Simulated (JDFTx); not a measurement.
# C (Fd-3m) in JDFTx: equation of state

How stiff is C in PBE, and what volume does it want? The cell is scaled to several volumes.

Everything below comes from runs of JDFTx 1.7.0 (patched build). Logs are shortened: lines on timing, memory, paths and dates and some standing lists are left out, and cuts for length are marked. The log counts tension as positive stress, the text compression.

**What was measured.**

From “Equation of state of cubic boron nitride at high pressures and temperatures”, 2007, arxiv:cond-mat/0702656, for a bulk crystal of C: bulk modulus 444.8 ± 0.8 GPa.

The runs below are set against these values where they give the same quantity.

### 1 The crystal as given

The structure is cubic, space group Fd-3m (No. 227). Conventional cell: a = 3.567 Å, b = 3.567 Å, c = 3.567 Å, α = 90.00°, β = 90.00°, γ = 90.00°. C (site symmetry -43m) has 4 C at 1.54 Å as nearest neighbours.

This isn't the form of C at room conditions, which is graphite.

### 2 Equation of state, PBE, 5.33 Å³/atom (volume scaled by 0.94)

C.in

```
lattice \
    0.0000000000     3.3012844142     3.3012844142 \
    3.3012844142     0.0000000000     3.3012844142 \
    3.3012844142     3.3012844142     0.0000000000
coords-type Lattice
ion C      0.7500000000     0.7500000000     0.7500000000 1
ion C      0.5000000000     0.5000000000     0.5000000000 1

ion-species pseudo/C.upf
elec-cutoff 41
elec-ex-corr gga-PBE
kpoint-folding 13 13 13
elec-smearing Fermi 0.0018374661
elec-n-bands 9
electronic-SCF nIterations 100 energyDiffThreshold 1e-08
electronic-minimize nIterations 30 energyDiffThreshold 1e-7
forces-output-coords Cartesian

dump-name run.$VAR
dump End Ecomponents EigStats BandEigs Kpoints Forces Stress ElecDensity Dtot KEdensity
```

Potentials or basis: PseudoDojo-SR-PBE-0.5-standard.

Run with:

```
$ jdftx -c 1 -i C.in -o C.out
```

Log:

```text
*************** JDFTx 1.7.0 (patched build) ***************

[... 9 lines left out ...]
---------- Initializing the Grid ----------
R =
[            0      3.30128      3.30128  ]
[      3.30128            0      3.30128  ]
[      3.30128      3.30128            0  ]
unit cell volume = 71.958
G =
[  -0.951627   0.951627   0.951627  ]
[   0.951627  -0.951627   0.951627  ]
[   0.951627   0.951627  -0.951627  ]
Minimum fftbox size, Smin = [  28  28  28  ]
Chosen fftbox size, S = [  28  28  28  ]

---------- Exchange Correlation functional ----------
Initalized PBE GGA exchange.
Initalized PBE GGA correlation.

---------- Setting up pseudopotentials ----------
Width of ionic core gaussian charges (only for fluid interactions / plotting) set to 0

Reading pseudopotential file 'pseudo/C.upf':
  'C' pseudopotential, 'PBE' functional
  Generated using ONCVPSP code by D. R. Hamann
  4 valence electrons, 2 orbitals, 4 projectors, 1001 radial grid points, with lMax = 1
    2S    l: 0   occupation:  2.0   eigenvalue: -0.505335
    2P    l: 1   occupation:  2.0   eigenvalue: -0.194238
  Core radius for overlap checks: 1.21 bohrs.

Initialized 1 species with 2 total atoms.

Folded 1 k-points by 13x13x13 to 2197 k-points.

---------- Setting up k-points, bands, fillings ----------
Reduced to 84 k-points under symmetry.
Computing the number of bands and number of electrons
Calculating initial fillings.
nElectrons:   8.000000   nBands: 9   nStates: 84

----- Setting up reduced wavefunction bases (one per k-point) -----
average nbasis = 902.698 , ideal nbasis = 902.295

---------- Setting up ewald sum ----------
Optimum gaussian width for ewald sums = 1.499386 bohr.
Real space sum over 1331 unit cells with max indices [  5  5  5  ]
Reciprocal space sum over 2197 terms with max indices [  6  6  6  ]

---------- Allocating electronic variables ----------
Initializing wave functions:  linear combination of atomic orbitals
Note: number of bands (9) exceeds available atomic orbitals (8)
C pseudo-atom occupations:   s ( 2 )  p ( 2 )
	FillingsUpdate:  mu: +0.700000000  nElectrons: 8.000000
LCAOMinimize: Iter:   0  F: -11.3889551891873904  |grad|_K:  4.890e-04  alpha:  1.000e+00
	FillingsUpdate:  mu: +0.699691031  nElectrons: 8.000000
LCAOMinimize: Iter:   1  F: -11.3897270996686810  |grad|_K:  3.423e-06  alpha:  9.481e-01  linmin:  3.800e-01  cgtest: -8.515e-01
	FillingsUpdate:  mu: +0.699690727  nElectrons: 8.000000
LCAOMinimize: Iter:   2  F: -11.3897271096690407  |grad|_K:  2.961e-06  alpha:  9.295e-01  linmin:  6.016e-06  cgtest:  8.656e-01
LCAOMinimize: Encountered beta<0, resetting CG.
	FillingsUpdate:  mu: +0.699700949  nElectrons: 8.000000
LCAOMinimize: Iter:   3  F: -11.3897271377582907  |grad|_K:  2.975e-09  alpha:  9.415e-01  linmin: -1.326e-02  cgtest:  3.132e-02
LCAOMinimize: Encountered beta<0, resetting CG.
LCAOMinimize: Converged (|Delta F|<1.000000e-06 for 2 iters).

-------- Electronic minimization -----------
Will mix electronic density at each iteration.
	FillingsUpdate:  mu: +0.699700949  nElectrons: 8.000000
	FillingsUpdate:  mu: +0.636748938  nElectrons: 8.000000
SCF: Cycle:  0   F: -11.442918305069826   dF: -5.319e-02   |Residual|: 6.016e-02   |deigs|: 2.131e-01
	FillingsUpdate:  mu: +0.640244289  nElectrons: 8.000000
SCF: Cycle:  1   F: -11.443326929487712   dF: -4.086e-04   |Residual|: 3.043e-02   |deigs|: 6.756e-03
	FillingsUpdate:  mu: +0.644307813  nElectrons: 8.000000
SCF: Cycle:  2   F: -11.443446731755053   dF: -1.198e-04   |Residual|: 2.781e-03   |deigs|: 5.817e-03
	FillingsUpdate:  mu: +0.644298918  nElectrons: 8.000000
SCF: Cycle:  3   F: -11.443447638083072   dF: -9.063e-07   |Residual|: 9.075e-04   |deigs|: 4.288e-04
	FillingsUpdate:  mu: +0.644451863  nElectrons: 8.000000
SCF: Cycle:  4   F: -11.443447776390324   dF: -1.383e-07   |Residual|: 1.206e-04   |deigs|: 1.991e-04
	FillingsUpdate:  mu: +0.644473015  nElectrons: 8.000000
SCF: Cycle:  5   F: -11.443447787356439   dF: -1.097e-08   |Residual|: 4.807e-05   |deigs|: 8.470e-05
	FillingsUpdate:  mu: +0.644476195  nElectrons: 8.000000
SCF: Cycle:  6   F: -11.443447789462610   dF: -2.106e-09   |Residual|: 8.444e-06   |deigs|: 8.610e-04
	FillingsUpdate:  mu: +0.644475420  nElectrons: 8.000000
SCF: Cycle:  7   F: -11.443447789672273   dF: -2.097e-10   |Residual|: 2.021e-06   |deigs|: 4.480e-04
SCF: Converged (|Delta E|<1.000000e-08 for 2 iters).

Setting wave functions to eigenvectors of Hamiltonian

# Stress tensor in Cartesian coordinates [Eh/a0^3]:
[  -0.00109923            0            0  ]
[            0  -0.00109923            0  ]
[            0            0  -0.00109923  ]

# Ionic positions in lattice coordinates:
ion C   0.750000000000000   0.750000000000000   0.750000000000000 1
ion C   0.500000000000000   0.500000000000000   0.500000000000000 1

# Forces in Cartesian coordinates:
force C   0.000000000000000  -0.000000000000000  -0.000000000000000 1
force C   0.000000000000000   0.000000000000000  -0.000000000000000 1

# Energy components:
   Eewald =      -13.0538235868955663
       EH =        0.9347121960021031
     Eloc =       -3.5998460278932596
      Enl =       -0.6041812478841245
      Exc =       -4.3943025920759915
 Exc_core =        0.5918361184929323
       KE =        8.6821573505816350
-------------------------------------
     Etot =      -11.4434477896722715
       TS =        0.0000000000000014
-------------------------------------
        F =      -11.4434477896722733

IonicMinimize: Iter:   0  F: -11.443447789672273  |grad|_K:        nan
IonicMinimize: None of the convergence criteria satisfied after 0 iterations.

#--- Lowdin population analysis ---
# oxidation-state C +0.015 +0.015

Dumping 'run.eigStats' ...
	eMin: -0.287957 at state 0 ( [ +0.000000 +0.000000 +0.000000 ] spin 0 )
	HOMO: +0.533088 at state 0 ( [ +0.000000 +0.000000 +0.000000 ] spin 0 )
	mu  : +0.644475
	LUMO: +0.692688 at state 43 ( [ +0.000000 +0.384615 +0.384615 ] spin 0 )
	eMax: +1.420124 at state 47 ( [ +0.000000 +0.461538 +0.461538 ] spin 0 )
	HOMO-LUMO gap: +0.159600
	Optical gap  : +0.213111 at state 0 ( [ +0.000000 +0.000000 +0.000000 ] spin 0 )
Done!
[note: mu as printed may lie anywhere between the filled and the empty levels]
```

Wall time 16 s (1 thread of Arm Neoverse V2, shared host); peak memory 0.06 GiB.

Results:

- Free energy: -311.3921 eV
- Pressure: 32.3 GPa
- Band gap on the k mesh: 4.34 eV, indirect (least direct gap 5.80 eV)

Caveat: the empty levels aren't tightly converged; an odd mesh through Γ misses points on the zone boundary, where band edges often lie.

### 3 Equation of state, PBE, 5.44 Å³/atom (volume scaled by 0.96)

C.in

```
lattice \
    0.0000000000     3.3245336620     3.3245336620 \
    3.3245336620     0.0000000000     3.3245336620 \
    3.3245336620     3.3245336620     0.0000000000
coords-type Lattice
ion C      0.7500000000     0.7500000000     0.7500000000 1
ion C      0.5000000000     0.5000000000     0.5000000000 1

ion-species pseudo/C.upf
elec-cutoff 41
elec-ex-corr gga-PBE
kpoint-folding 13 13 13
elec-smearing Fermi 0.0018374661
elec-n-bands 9
electronic-SCF nIterations 100 energyDiffThreshold 1e-08
electronic-minimize nIterations 30 energyDiffThreshold 1e-7
forces-output-coords Cartesian

dump-name run.$VAR
dump End Ecomponents EigStats BandEigs Kpoints Forces Stress
```

Potentials or basis: PseudoDojo-SR-PBE-0.5-standard.

Run with:

```
$ jdftx -c 1 -i C.in -o C.out
```

Wall time 16 s (1 thread of Arm Neoverse V2, shared host); peak memory 0.06 GiB.

The run converged. Its results:

* Free energy: -311.4302 eV
* Pressure: 21.2 GPa
* Band gap on the k mesh: 4.29 eV, indirect (least direct gap 5.74 eV)

Caveat: the empty levels aren't tightly converged; an odd mesh through Γ misses points on the zone boundary, where band edges often lie.

### 4 Equation of state, PBE, 5.56 Å³/atom (volume scaled by 0.98)

Changes to C.in since step 3:

```diff
@@ -1,5 +1,5 @@
 lattice \
-    0.0000000000     3.3245336620     3.3245336620 \
-    3.3245336620     0.0000000000     3.3245336620 \
-    3.3245336620     3.3245336620     0.0000000000
+    0.0000000000     3.3474622049     3.3474622049 \
+    3.3474622049     0.0000000000     3.3474622049 \
+    3.3474622049     3.3474622049     0.0000000000
 coords-type Lattice
```

Run with:

```
$ jdftx -c 1 -i C.in -o C.out
```

Wall time 15 s (1 thread of Arm Neoverse V2, shared host); peak memory 0.06 GiB.

The run converged. Its results:

| Property | Result |
| --- | --- |
| Free energy | -311.4532 eV |
| Pressure | 11.1 GPa |
| Band gap on the k mesh | 4.25 eV, indirect (least direct gap 5.68 eV) |

Caveat: the empty levels aren't tightly converged; an odd mesh through Γ misses points on the zone boundary, where band edges often lie.

### 5 Equation of state, PBE, 5.67 Å³/atom

Changes to C.in since step 4:

```diff
@@ -1,5 +1,5 @@
 lattice \
-    0.0000000000     3.3474622049     3.3474622049 \
-    3.3474622049     0.0000000000     3.3474622049 \
-    3.3474622049     3.3474622049     0.0000000000
+    0.0000000000     3.3700808789     3.3700808789 \
+    3.3700808789     0.0000000000     3.3700808789 \
+    3.3700808789     3.3700808789     0.0000000000
 coords-type Lattice
```

Run with:

```
$ jdftx -c 1 -i C.in -o C.out
```

Wall time 16 s (1 thread of Arm Neoverse V2, shared host); peak memory 0.06 GiB.

It converged, with:

* Free energy: -311.4625 eV
* Pressure: 1.8 GPa
* Band gap on the k mesh: 4.20 eV, indirect (least direct gap 5.62 eV)

Caveat: the empty levels aren't tightly converged; an odd mesh through Γ misses points on the zone boundary, where band edges often lie.

### 6 Equation of state, PBE, 5.79 Å³/atom (volume scaled by 1.02)

Changes to C.in since step 5:

```diff
@@ -1,5 +1,5 @@
 lattice \
-    0.0000000000     3.3700808789     3.3700808789 \
-    3.3700808789     0.0000000000     3.3700808789 \
-    3.3700808789     3.3700808789     0.0000000000
+    0.0000000000     3.3923999456     3.3923999456 \
+    3.3923999456     0.0000000000     3.3923999456 \
+    3.3923999456     3.3923999456     0.0000000000
 coords-type Lattice
```

Potentials or basis: PseudoDojo-SR-PBE-0.5-standard.

Run with:

```
$ jdftx -c 1 -i C.in -o C.out
```

Wall time 16 s (1 thread of Arm Neoverse V2, shared host); peak memory 0.06 GiB.

Results (log left out):

```yaml
Free_energy: -311.4594 eV
Pressure: -6.6 GPa
Band_gap_on_the_k_mesh: 4.15 eV, indirect (least direct gap 5.57 eV)
```

Caveat: the empty levels aren't tightly converged; an odd mesh through Γ misses points on the zone boundary, where band edges often lie.

### 7 Equation of state, PBE, 5.90 Å³/atom (volume scaled by 1.04)

Changes to C.in since step 6:

```diff
@@ -1,5 +1,5 @@
 lattice \
-    0.0000000000     3.3923999456     3.3923999456 \
-    3.3923999456     0.0000000000     3.3923999456 \
-    3.3923999456     3.3923999456     0.0000000000
+    0.0000000000     3.4144291341     3.4144291341 \
+    3.4144291341     0.0000000000     3.4144291341 \
+    3.4144291341     3.4144291341     0.0000000000
 coords-type Lattice
```

Run with:

```
$ jdftx -c 1 -i C.in -o C.out
```

Run time: 16 s. Hardware: 1 thread of Arm Neoverse V2, shared host; peak memory 0.06 GiB.

The run converged. Its results:

- Free energy: -311.4449 eV
- Pressure: -14.2 GPa
- Band gap on the k mesh: 4.11 eV, indirect (least direct gap 5.51 eV)

Caveat: the empty levels aren't tightly converged; an odd mesh through Γ misses points on the zone boundary, where band edges often lie.

### 8 Equation of state, PBE, 6.01 Å³/atom (volume scaled by 1.06)

Changes to C.in since step 7:

```diff
@@ -1,5 +1,5 @@
 lattice \
-    0.0000000000     3.4144291341     3.4144291341 \
-    3.4144291341     0.0000000000     3.4144291341 \
-    3.4144291341     3.4144291341     0.0000000000
+    0.0000000000     3.4361776767     3.4361776767 \
+    3.4361776767     0.0000000000     3.4361776767 \
+    3.4361776767     3.4361776767     0.0000000000
 coords-type Lattice
```

Run with:

```
$ jdftx -c 1 -i C.in -o C.out
```

Run time: 16 s. Hardware: 1 thread of Arm Neoverse V2, shared host; peak memory 0.06 GiB.

Results (log left out):

* Free energy: -311.4200 eV
* Pressure: -21.2 GPa
* Band gap on the k mesh: 4.07 eV, indirect (least direct gap 5.46 eV)

Caveat: the empty levels aren't tightly converged; an odd mesh through Γ misses points on the zone boundary, where band edges often lie.

### 9 Equation of state, PBE

Potentials or basis: PseudoDojo-SR-PBE-0.5-standard.

This step only gathers the single runs of the series.

What came out:

```yaml
Equilibrium_volume: 5.70 Å³/atom
Bulk_modulus: 432 GPa
Pressure_derivative_of_the_bulk_modulus: 3.7
```

Energy against volume, from the lowest point:
```csv
volume (Å³/atom),energy (meV/atom)
5.332,35.23
5.445,16.19
5.558,4.66
5.672,0.00
5.785,1.57
5.899,8.82
6.012,21.24
```

Caveat: the empty levels aren't tightly converged.

### 10 How close it comes

Step 9. Against the measured bulk modulus of C, 444.8 GPa (quoted in “Equation of state of cubic boron nitride at high pressures and temperatures”, 2007, arxiv:cond-mat/0702656), the calculated 432 GPa is off by -2.8 %. 3 values of this kind are on record (442 to 444.8 GPa); this one was drawn at random among those near their median, those with a stated uncertainty first. The fit is for a static lattice scaled at fixed shape and fixed fractional positions. The cell as given is a measured one (5.67 Å³/atom); PBE puts the equilibrium volume +0.5 % from it, thermal expansion not counted.
